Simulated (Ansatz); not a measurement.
The system is Cu.

```
Cu
1.0
     0.00000    1.80750    1.80750
     1.80750    0.00000    1.80750
     1.80750    1.80750    0.00000
Cu
1
Direct
  0.00000 0.00000 0.00000
```

| Property | Result |
| --- | --- |
| Program | Ansatz 0.2.0 |
| Task | relaxation of cell and atoms |
| Functional | PBEsol |
| Potentials or basis | Ansatz PAW |
| Cutoff | 420 eV (not typed: the program's choice for these potentials) |
| k mesh | 13 × 13 × 13 |
| Occupations | fermi-dirac, width 0.05 eV |
| Spin | no spin polarisation |

At the start: volume 11.81 Å³/atom.

Task: How do energy, volume and symmetry change on relaxing?

Result: It ends after 5 steps and the volume is 11.31 Å³/atom (-4.3 %); space group Fm-3m (No. 225, to 0.05 Å).

The path:
| step | energy change (eV) | largest force (eV/Å) | volume (Å³) |
| --- | --- | --- | --- |
| 1 | 0.0000 | 0.0000 | 11.81 |
| 2 | -0.0085 | 0.0000 | 11.55 |
| 3 | -0.0112 | 0.0000 | 11.28 |
| 4 | -0.0112 | 0.0000 | 11.31 |
| 5 | -0.0108 | 0.0000 | 11.31 |

Final structure:
```xyz
1
Lattice="0.0000 1.7814 1.7814 1.7814 0.0000 1.7814 1.7814 1.7814 0.0000" Properties=species:S:1:pos:R:3 pbc="T T T"
Cu    0.0000    0.0000    0.0000
```

Caveat: the plane-wave basis is chosen anew once the cell has moved, so the energies of steps on either side of that aren't comparable; the PAW data sets come from PBE, with cores solved anew for the run's functional, which leaves a small shift of forces and pressure.
